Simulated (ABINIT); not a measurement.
Set up this calculation in ABINIT 10.8.3 (patched build), as the native input.

* Task: equation of state
* Functional: PBE
* Potentials or basis: PseudoDojo NC SR PBE v0.5 standard
* Cutoff: 1143 eV
* k mesh: 10 × 10 × 10
* Occupations: fermi-dirac, width 0.05 eV
* Spin: no spin polarisation

Crystal: AlN.

```
Al N
1.0
     0.00000    2.18399    2.18399
     2.18399    0.00000    2.18399
     2.18399    2.18399    0.00000
Al N
1 1
Direct
  0.00000 0.00000 0.00000
  0.25000 0.25000 0.25000
```

Measurements of this composition are mostly on another form, of space group No. 186.

One way to write it, as run:

run.abi

```
ndtset 7
getwfk -1
scalecart1 3*0.9795861087
scalecart2 3*0.9864848297
scalecart3 3*0.9932883884
scalecart4 3*1.0000000000
scalecart5 3*1.0066227096
scalecart6 3*1.0131594038
scalecart7 3*1.0196128224

pp_dirpath "./"
pseudos "Al.upf, N.upf"

acell 3.0886333121 3.0886333121 3.0886333121 Angstrom
rprim
     0.0000000000     0.7071067812     0.7071067812
     0.7071067812     0.0000000000     0.7071067812
     0.7071067812     0.7071067812     0.0000000000
ntypat 2
znucl 13 7
natom 2
typat 1 2
xred
     0.0000000000     0.0000000000     0.0000000000
     0.2500000000     0.2500000000     0.2500000000

ecut 1142.878222 eV

kptopt 1
ngkpt 10 10 10
nshiftk 1
shiftk 0.0 0.0 0.0

ixc 11

nband 8
occopt 3
tsmear 0.05 eV

nstep 100
tolvrs 1.0e-10

iomode 3
prtwf 1
prtden 0
prteig 0
prtebands 0
enunit 2
```

Potentials or basis: PseudoDojo NC SR PBE v0.5 standard.

Run with:

```sh
$ abinit run.abi > log 2>&1
```

It gave:

```json
{"Equilibrium volume": "10.65 Å³/atom", "Bulk modulus": "193 GPa", "Pressure derivative of the bulk modulus": "3.9"}
```

Caveat: pressures at fixed basis lie under the slope of the energies.

Run time: 92 s on 1 thread of Arm Neoverse V2 (shared host), peak memory 0.12 GiB.
